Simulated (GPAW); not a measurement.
Here is a GPAW 26.7.0 calculation.

run.py

```python
from ase import Atoms
from ase.dft.bandgap import bandgap
from ase.io import write
from ase.units import GPa
from gpaw import GPAW, PW

atoms = Atoms(['Pt', 'S', 'S'],
              cell=[[3.5432, 0.0, 0.0],
                    [-1.7716, 3.0685012107, 0.0],
                    [0.0, 0.0, 5.0388]],
              scaled_positions=[[0.0, 0.0, 0.0],
                                [0.6666666667, 0.3333333333, 0.773],
                                [0.3333333333, 0.6666666667, 0.227]],
              pbc=True)

calc = GPAW(mode=PW(600),
            xc='PBE',
            kpts={'size': (9, 9, 5), 'gamma': True},
            occupations={'name': 'methfessel-paxton', 'order': 0, 'width': 0.014},
            nbands=26,
            convergence={'density': 1e-05, 'energy': 1e-05},
            maxiter=150,
            txt='gpaw.txt')
atoms.calc = calc
energy = atoms.get_potential_energy()
forces = atoms.get_forces()
stress = atoms.get_stress()
calc.write('gs.gpw')
write('result.traj', atoms)
print(f'Energy: {energy:.6f} eV')
print('Forces (eV/A):')
print(forces.round(4))
print('Stress (GPa):', (stress / GPa).round(3))
print('Fermi level:', round(calc.get_fermi_level(), 4), 'eV')
print(f'Gap: {bandgap(calc)[0]:.4f} eV, direct: {bandgap(calc, direct=True)[0]:.4f} eV')
```

Potentials or basis: GPAW PAW data sets (gpaw-data 1.2.1), pw.

Command:

```bash
$ OMP_NUM_THREADS=1 python run.py
```

(1) Estimate the band gap on the k mesh.

(2) Estimate the largest force.

Answers

(1) 0.99 eV, indirect (least direct gap 1.04 eV).

(2) 1.292 eV/Å.

Caveat: spin-orbit coupling is left out, which moves the levels of the heavy elements; an odd mesh through Γ misses points on the zone boundary, where band edges often lie; forces of over 1 eV/Å show positions far from the minimum, so gaps and moduli don't describe the material at rest.
